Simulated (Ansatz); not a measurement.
# A strain series on GaN (rocksalt): epitaxial in the xy plane

GaN built on the rocksalt prototype, relaxed with r2SCAN in Ansatz 0.2.0, then strained (epitaxial in the xy plane; changes of length per length, axes as in the cell below) with the atoms relaxed again within the symmetry that is left. The symmetry is Fm-3m (No. 225, cubic); conventional cell a = 4.217 Å, 9.37 Å³ an atom. Around Ga lie 6 N at 2.11 Å; around N lie 6 Ga at 2.11 Å. Values at 0 K without nuclear motion; spin polarisation is off, and the phase may be a hypothetical one.

```
Ga N
1.0
     0.00000    2.10852    2.10852
     2.10852    0.00000    2.10852
     2.10852    2.10852    0.00000
Ga N
1 1
Cartesian
  0.0000 0.0000 0.0000
  2.1085 2.1085 2.1085
```

Gaps are the least over each mesh (PBE 10×10×10, r2SCAN 10×10×10, HSE06 8×8×8 when unstrained) and the special points, which keep their unstrained names; stress is the change from the unstrained cell, compression positive.

```tsv
strain (%)	free normal strain (%)	gap, PBE (eV)	gap, r2SCAN (eV)	gap, HSE06 (eV)	edges, HSE06	in-plane stress, r2SCAN (GPa)	energy rise, r2SCAN (meV/atom)
-4.0	+4.48	0.517	1.057	1.828	Γ–K (0.53) → X	+19.78	42.2
0.0	0.00	0.633	1.159	1.898	Γ–K (0.47) → X	0.00	0.0
+2.5	-2.30	0.193	0.709	1.420	(0.008, 0.185, -0.180) → X	-7.74	12.1
+5.0	-4.29	none (overlap 0.075)	0.431	1.125	(0.016, 0.195, -0.180) → X	-12.96	43.1
```

Between zero and the nearest strains the slope of the HSE06 gap against strain is +0.018 eV per percent for negative and -0.191 for positive strain; it falls either way, as happens when edge states split or other valleys take over. The PBE gap closes between +2.5 and +5.0 %.

Where an edge lies off the special points, it is a point of the mesh or the k point where a search put PBE's edge or least direct gap, reused for the other functionals, whose own edges may lie a little apart.

Coordinates of k points refer to the reciprocal vectors of the primitive cell of the runs.

The meshes of the hybrids are coarse, so their gaps aren't converged to the digits shown.
